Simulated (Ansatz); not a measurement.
**C: squeezing one contact**

The task here is to estimate one member of a computed series from the others.

Method: DFT, PBE, PAW with Ansatz's default frozen-core files, scalar-relativistic, in Ansatz 0.2.0.

5 further runs of the same task are left out: 4 for a broken database entry, 1 that didn't finish.

**The starting structure**

Symmetry: R-3m, No. 166, trigonal system. The conventional cell has a = 2.456 Å, b = 2.456 Å, c = 10.041 Å, α = 90.00°, β = 90.00°, γ = 120.00°. Around C (site symmetry 3m) lie 3 C at 1.42 Å.

Coordinates:

```
CELL_PARAMETERS angstrom
1.22803 0.70900 3.34701
-1.22803 0.70900 3.34701
0.00000 -1.41801 3.34701
ATOMIC_POSITIONS crystal
C 0.83600 0.83600 0.83600
C 0.16400 0.16400 0.16400
```

Atoms are numbered in the order of the input: C1, C2.

Set-up of the first run:

Contents of input.yaml:

```yaml
crystal:
  lattice:
    - [1.2280287114, 0.7090027071, 3.3470114498]
    - [-1.2280287114, 0.7090027071, 3.3470114498]
    - [0.0, -1.4180054142, 3.3470114498]
  atoms:
    - { symbol: C, position: [0.836, 0.836, 0.836] }
    - { symbol: C, position: [0.164, 0.164, 0.164] }
kpoints:
  mp_grid: { grid: [14, 14, 14] }
scf:
  occupations: { method: fermi_dirac, width: 0.05 }
hamiltonian:
  xc: pbe
  pseudopotentials: { kind: paw }
output:
  forces: true
  stress: true
  eigenvalues: true
  efg: { contact_densities: true }
  populations: true
```

On the command line:

```console
$ ansatz run input.yaml --threads 1 --pin off --max-ram 2048MiB --backend cpu --events-out ev --progress --plain --runs-dir out
```

Steps of the session up to this table: Shortest bond scaled by 1, PAW; Shortest bond scaled by 1.1, PAW; Shortest bond scaled by 0.82, PAW; Shortest bond scaled by 0.7, PAW.

One of the session's tables, all rows but one given; the rest of the session is left out.

| method | length (Å) | F from the given length (eV/cell) | force along the bond (eV/Å) | pressure (GPa) | largest force (eV/Å) |
| --- | --- | --- | --- | --- | --- |
| PAW | 0.993 | 7.969 | 51.964 | 137.31 | 51.974 |
| PAW | 1.164 | 2.193 | 19.713 | 43.50 | 19.739 |
| PAW | 1.419 | ? | ? | ? | ? |
| PAW | 1.561 | 0.493 | -6.423 | 12.17 | 6.452 |

Estimate the missing values for PAW, 1.419.

**Answer.** F from the given length (eV/cell): 0.000; force along the bond (eV/Å): -0.033; pressure (GPa): 4.33; largest force (eV/Å): 0.872. In the column «F from the given length (eV/cell)» it is the lowest.
